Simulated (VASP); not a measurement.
**RbBr in VASP 6.6.1, single-point calculation**

INCAR

```
ISIF = 2
ENCUT = 520
NBANDS = 15
LWAVE = .FALSE.
LCHARG = .FALSE.
GGA = PE
LASPH = .TRUE.
LREAL = .FALSE.
PREC = Accurate
EDIFF = 1E-7
IBRION = -1
SIGMA = 0.05
ISMEAR = 0
NSW = 0
NELM = 120
```

KPOINTS

```
KPOINTS created by Atomic Simulation Environment
0
Monkhorst-Pack
6 6 6
0 0 0
```

POSCAR

```
Rb Br
 1.0000000000000000
     3.9884027084999998    0.0000000000000000    0.0000000000000000
     0.0000000000000000    3.9884027084999998    0.0000000000000000
     0.0000000000000000    0.0000000000000000    3.9884027084999998
 Rb  Br
   1   1
Cartesian
  0.0000000000000000  0.0000000000000000  0.0000000000000000
  1.9942013542499999  1.9942013542499999  1.9942013542499999
```

The recommended PBE PAW datasets give the neutral cell 16 valence electrons.

Command

```
mpirun -np 1 vasp_std
```

Q: Predict the outcome of this run.

A: It converged. Results: gap between bands v and c on the k mesh 5.20 eV; least direct gap on the k mesh 5.29 eV; pressure 3.2 GPa. Band v is the last that the valence electrons fill when counted band by band, and c is the next.

OSZICAR

```
N       E                     dE             d eps       ncg     rms          rms(c)
DAV:   1     0.810588193118E+02    0.81059E+02   -0.70714E+03   300   0.956E+02
DAV:   2    -0.102185251749E+01   -0.82081E+02   -0.75521E+02   406   0.165E+02
DAV:   3    -0.600872745142E+01   -0.49869E+01   -0.49633E+01   405   0.427E+01
DAV:   4    -0.612978454604E+01   -0.12106E+00   -0.12105E+00   422   0.628E+00
DAV:   5    -0.613035308438E+01   -0.56854E-03   -0.56853E-03   419   0.458E-01    0.317E+00
DAV:   6    -0.594293813909E+01    0.18741E+00   -0.16253E-01   377   0.233E+00    0.218E+00
DAV:   7    -0.591295536254E+01    0.29983E-01   -0.10158E-01   391   0.190E+00    0.102E+00
DAV:   8    -0.591563779267E+01   -0.26824E-02   -0.12000E-02   344   0.675E-01    0.133E-01
DAV:   9    -0.591553326284E+01    0.10453E-03   -0.34432E-04   419   0.110E-01    0.585E-02
DAV:  10    -0.591563591971E+01   -0.10266E-03   -0.21627E-04   328   0.936E-02    0.992E-03
DAV:  11    -0.591563768724E+01   -0.17675E-05   -0.67466E-06   377   0.176E-02    0.608E-03
DAV:  12    -0.591563908469E+01   -0.13975E-05   -0.25764E-06   335   0.128E-02    0.125E-03
DAV:  13    -0.591563909897E+01   -0.14280E-07   -0.13322E-07   378   0.263E-03
   1 F= -.59156391E+01 E0= -.59156391E+01  d E =-.532805E-13
```

The shifted mesh misses Γ, so a band edge there is missed.

For comparison, a separate PBE run of the intended cell, on usual settings and not on those above, gives a gap of 4.46 eV on its mesh and a pressure of 3.2 GPa.
